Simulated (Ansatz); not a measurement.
The system is BaTiO3.

```
Ba Ti O
1.0
    -3.99980    0.00000    0.00000
     0.00000    0.00000   -4.01800
     0.00000   -7.99960    0.00000
Ba Ti O
2 2 6
Direct
  0.00144 0.02304 0.50759
  0.99856 0.97696 0.99241
  0.48033 0.56319 0.23580
  0.51967 0.47281 0.76420
  0.49380 0.96597 0.25815
  0.50620 0.00203 0.74185
  0.50761 0.49933 0.50744
  0.49239 0.47067 0.99256
  0.01522 0.48841 0.27113
  0.98478 0.48159 0.72887
```

```yaml
Program: Ansatz 0.2.0
Task: relaxation of cell and atoms
Functional: PBE
Potentials_or_basis: Ansatz PAW
Cutoff: "420 eV (not typed: the program's choice for these potentials)"
k_mesh: 7 × 7 × 4
Occupations: fermi-dirac, width 0.05 eV
Spin: no spin polarisation
Hubbard_terms: Ti d U = 1 eV
```

At the start: volume 12.86 Å³/atom.

How do energy, volume and symmetry change on relaxing?

It ends after 13 steps and the volume is 13.36 Å³/atom (+3.9 %); space group Cmc2_1 (No. 36, to 0.05 Å).

Step by step:
```
step  energy change (eV)  largest force (eV/Å)  volume (Å³)
   1              0.0000                6.8255       128.56
   2             -1.4859                2.4775       134.41
   3             -1.6456                0.1007       125.75
   4             -1.7764                0.1223       133.81
   5             -1.7784                0.1419       133.70
   6             -1.7859                0.0116       132.92
   7             -1.7857                0.0026       133.06
   8             -1.7856                0.0011       133.10
   9             -1.8058                0.0015       133.10
  10             -1.8053                0.0019       133.49
  11             -1.8067                0.0019       133.49
  12             -1.8065                0.0005       133.59
  13             -1.8068                0.0005       133.59
```

Final structure:
```xyz
10
Lattice="-4.0155 0.0000 0.0038 0.0038 0.0000 -4.0200 0.0000 -8.2761 0.0000" Properties=species:S:1:pos:R:3 pbc="T T T"
Ba    0.0123   -4.1974    0.0094
Ba   -4.0240   -8.3355   -3.9805
Ti   -1.9508   -2.1962   -2.0439
Ti   -2.0610   -6.3342   -1.9273
O    -2.0334   -2.0289   -3.9451
O    -1.9783   -6.1670   -0.0260
O    -2.0039   -4.0328   -1.9875
O    -2.0078   -8.1708   -1.9836
O    -0.0451   -2.0279   -1.9557
O    -3.9665   -6.1660   -2.0154
```

Caveat: the plane-wave basis is chosen anew once the cell has moved, so the energies of steps on either side of that aren't comparable; the pressure holds a Pulay correction of +0.5 GPa for the finite cutoff.
